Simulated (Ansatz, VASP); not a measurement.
## CdSe (Cadmoselite) in VASP and in Ansatz

INCAR

```
PREC     = Accurate       # precision mode
ENCUT    = 520            # plane-wave cutoff, eV
EDIFF    = 1E-6           # SCF threshold, eV
ISMEAR   = 0              # smearing method
SIGMA    = 0.1            # smearing width, eV
LREAL    = F              # projectors in reciprocal space
LASPH    = T              # aspherical terms in the spheres
NELM     = 100            # most SCF steps
ALGO     = Fast           # electronic algorithm
ISIF     = 2              # what is computed and relaxed
LWAVE    = F              # write WAVECAR
LCHARG   = F              # write CHGCAR
GGA      = PE             # functional
NBANDS   = 26             # bands
```

File KPOINTS:

```
Automatic mesh
0
Gamma
  6 6 4
```

Contents of POSCAR:

```
CdSe
1.0
    4.3000000000      0.0000000000      0.0000000000
   -2.1500000000      3.7239092363      0.0000000000
    0.0000000000      0.0000000000      7.0200000000
Cd Se
2 2
Direct
    0.3333333333      0.6666666667      0.0000000000
    0.6666666667      0.3333333333      0.5000000000
    0.3333333333      0.6666666667      0.3850000000
    0.6666666667      0.3333333333      0.8850000000
```

Input for Ansatz:

```yaml
crystal:
  lattice:
    - [4.3, 0.0, 0.0]
    - [-2.15, 3.7239092363, 0.0]
    - [0.0, 0.0, 7.02]
  atoms:
    - { symbol: Cd, position: [0.3333333333, 0.6666666667, 0.0] }
    - { symbol: Cd, position: [0.6666666667, 0.3333333333, 0.5] }
    - { symbol: Se, position: [0.3333333333, 0.6666666667, 0.385] }
    - { symbol: Se, position: [0.6666666667, 0.3333333333, 0.885] }
basis:
  ecutwfc: 420
kpoints:
  mp_grid: { grid: [6, 6, 4] }
hamiltonian:
  xc: pbe
scf:
  occupations: { method: gaussian, width: 0.1 }
output:
  forces: true
  stress: true
  eigenvalues: true
```

Alike in both runs: task single point; functional PBE; k mesh 6 × 6 × 4; occupations gaussian, width 0.1 eV; no spin polarisation.

|  | VASP | Ansatz |
| --- | --- | --- |
| version | VASP 6.6.1 | Ansatz 0.2.0 |
| potentials or method | VASP PAW PBE potentials, release 64 (Cd, Se) | scalar-relativistic, plane waves, PAW |
| plane-wave cutoff (eV) | 520 | 420 |
| valence electrons in the cell | 36 | 72 |

VASP gave:

| Quantity | Value |
| --- | --- |
| gap on the k mesh at the Fermi level (eV) | 0.70 |
| least direct gap on the mesh (eV) | 0.70 |
| pressure (GPa) | 3.4 |
| largest component of the traceless stress (GPa) | 1.42 |
| rms of the force components (eV/Å) | 0.169 |

Problem. What did Ansatz give for the same quantities?

Solution. gap on the k mesh at the Fermi level (eV): 0.70; least direct gap on the mesh (eV): 0.70; pressure (GPa): 3.0; largest component of the traceless stress (GPa): 1.36; rms of the force components (eV/Å): 0.163.

Atom by atom the forces differ by 0.006 eV/Å (rms over components). The functional is the same, so the differences come from potentials, cutoffs and numerics. The two sets of potentials don't hold the same shells in valence.
